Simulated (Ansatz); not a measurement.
Born–Oppenheimer molecular dynamics of a periodic cell of 12 atoms, TiO2 (start crystal TiO2, start structure I4_1/amd, volume 1.1 times the crystal's). It goes on from the last frame of an earlier run, with new velocities.

Computed with DFT PBE-D3(BJ), scalar-relativistic, plane waves, PAW in Ansatz 0.2.0. Settings: accuracy low, PAW set soft_1, cutoff 420 eV, k mesh 3x3x1, fermi-dirac smearing 0.36 eV, no spin polarisation.

```
ensemble        : NPT, Langevin
time step       : 0.75 fs
steps asked     : 240
set temperature : 2940 K
friction        : 0.05 /fs
pressure        : 0 GPa
seed            : 560617
```

First frame:

```xyz
12
Lattice="3.9197 0.0000 0.0000 0.0000 3.9197 0.0000 0.0000 0.0000 9.8882" Properties=species:S:1:pos:R:3
Ti -0.835 -0.373 -0.184
Ti 0.200 1.842 2.159
O -0.406 -0.149 1.738
O -0.440 1.472 4.145
O -0.572 1.821 -0.109
O -0.504 -0.122 7.572
Ti 1.308 1.588 4.617
Ti 1.830 -0.301 7.164
O 1.410 1.848 7.053
O 1.317 0.233 9.354
O 1.140 -0.102 4.958
O 2.055 2.061 2.086
```

(1) What does the run give?

(2) What happens to the structure?

(3) How do temperature and energy run in time?

Results:

(1) All steps were run.

- steps done: 240
- time covered: 180 fs
- mean temperature over the second half: 3005 K
- spread of the potential energy over the second half: 70.4 meV per atom
- mean potential energy of the second half above the start: -211.2 meV per atom
- mean pressure over the second half: -3.9 GPa

The conserved energy stayed within 0.39 meV per atom of its start (net change -0.33 meV per atom), so the integration is sound. A run of 0.18 ps of so small a system gives no equilibrium averages. Limits of this set-up: coarse k mesh, low accuracy level. The cell's volume went from 152 to 154 Å³.

(2) Mean squared displacements from the first frame to the last, about the centre of mass, the cell's change included: Ti 0.20 Å², O 0.33 Å². This is one draw of velocities; another would differ in detail.

(3) 
```csv
time (fs),T (K),potential energy less start (eV),conserved less start (meV/atom),P (GPa),volume (Å³)
0,2695,0.000,0.00,-6.0,151.9
6,2250,0.026,0.11,-5.8,151.2
12,2634,-0.533,0.05,-3.5,149.2
18,2204,-1.207,0.13,-2.9,146.8
24,2840,-2.420,-0.02,-0.3,143.5
30,3531,-2.454,-0.14,6.1,141.3
36,2146,-1.634,0.20,11.6,138.7
42,3731,-2.623,-0.12,10.9,137.2
48,3092,-2.378,0.01,7.0,137.7
54,2972,-2.241,-0.03,6.4,138.0
60,2688,-2.286,0.01,4.2,138.2
66,2847,-2.239,0.04,5.9,138.0
72,1585,-1.868,0.15,6.3,138.7
78,2478,-2.866,-0.10,4.2,139.3
84,3022,-3.690,-0.08,1.8,140.7
90,3067,-3.723,-0.04,2.6,141.5
96,1928,-3.417,-0.05,1.3,142.1
102,2407,-3.236,-0.03,-1.8,143.4
108,3068,-3.291,-0.05,-2.2,144.3
114,2792,-3.851,-0.12,-4.4,145.6
120,3220,-3.591,-0.21,-2.3,146.9
126,2237,-2.415,-0.18,0.6,149.5
132,2066,-1.987,0.01,-0.7,151.7
138,2638,-2.726,-0.15,-6.0,152.6
144,4188,-2.733,-0.12,-9.7,154.0
150,3012,-2.138,-0.03,-12.8,155.7
156,2731,-1.473,-0.10,-12.2,156.4
162,3318,-1.474,-0.18,-9.2,157.1
168,3075,-1.517,-0.15,-4.0,156.1
174,3840,-1.671,-0.34,0.8,154.8
180,3647,-1.159,-0.33,1.1,153.9
```

Run time: 18 min on 1 thread of Arm Neoverse V2, on a shared host, peak memory 0.51 GiB.
